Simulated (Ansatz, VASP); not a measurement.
# KBr: VASP beside Ansatz

```xyz
2
Lattice="0.0000 3.1322 3.3500 3.1322 0.0000 3.3500 3.1322 3.1322 0.0000" Properties=species:S:1:pos:R:3 pbc="T T T"
K     0.0000    0.0000    0.0000
Br    3.1322    3.1322    3.3500
```

Change from the starting cell: epitaxial_xy strain -5.2%.

Alike in both runs: task single point; functional r2SCAN; k mesh 6 × 6 × 6; no spin polarisation.

|  | VASP | Ansatz |
| --- | --- | --- |
| version | VASP 6.6.1 | Ansatz 0.2.0 |
| potentials or method | VASP PAW PBE potentials, release 64 (K_sv, Br) | plane waves, PAW |
| plane-wave cutoff (eV) | 520 | 500 |
| occupations | gaussian, width 0.01 eV | fixed |
| valence electrons in the cell | 16 | 16 |

```tsv
	VASP	Ansatz	Ansatz less VASP
gap on the k mesh at the Fermi level (eV)	5.30	5.30	-0.003
pressure (GPa)	2.2	2.2	-0.02
largest component of the traceless stress (GPa)	2.21	2.19	-0.025
```

Caveats: the PAW data sets were made with another functional, which shifts forces and pressure a little (VASP).
